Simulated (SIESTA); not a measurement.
## SrO under changes of volume

One of the cells (17.239 Å³/atom); the others are scaled copies at fixed shape and fractional positions:

```
Sr O
1.0
     0.00000    2.58330    2.58330
     2.58330    0.00000    2.58330
     2.58330    2.58330    0.00000
Sr O
1 1
Direct
  0.50000 0.50000 0.50000
  0.00000 0.00000 0.00000
```

* Program: SIESTA 5.4.2
* Functional: PBE
* Potentials or basis: PseudoDojo 0.4 standard (PBE files)
* Basis: DZP (energy shift 0.003 Ry; two zetas on semicore shells; d shell added on Sr)
* Grid cutoff: 800 Ry
* Energy shift: 0.003 Ry
* k mesh: 9 × 9 × 9
* Occupations: fermi-dirac, width 0.05 eV
* Spin: no spin polarisation

```csv
volume (Å³/atom),energy over the lowest point (meV/atom),pressure (GPa),gap on the mesh (eV)
15.887,?,?,?
16.225,35.85,8.9,3.28
16.563,19.75,6.3,3.30
17.239,2.25,2.0,3.32
17.577,0.00,0.2,3.33
17.915,1.44,-1.5,3.33
```

Question: What does the run at 15.887 Å³/atom give?

Answer: Energy over the lowest point 57.51 meV/atom; pressure 11.7 GPa; gap on the mesh 3.27 eV.

Worked out: A Birch-Murnaghan fit of order 3 (a polynomial in V^(-2/3)) to the other rows has its minimum at 17.61 Å³/atom with B0 = V·E''(V) = 92 GPa and B' = 4.2. It gives 57.59 meV/atom at 15.887 Å³/atom, against the run's 57.51, and -dE/dV = 11.7 GPa, against 11.7. A straight line through the other rows of the gap, of slope 0.512 eV per unit of ln V, extrapolates to 3.27 eV, against the run's 3.27.

Energies are extrapolated to zero smearing.

Caveats: an odd mesh through Γ misses points on the zone boundary, where band edges often lie; the basis of atomic orbitals isn't converged, which shifts pressures, moduli and gaps. Spin-orbit coupling on Sr is left out.
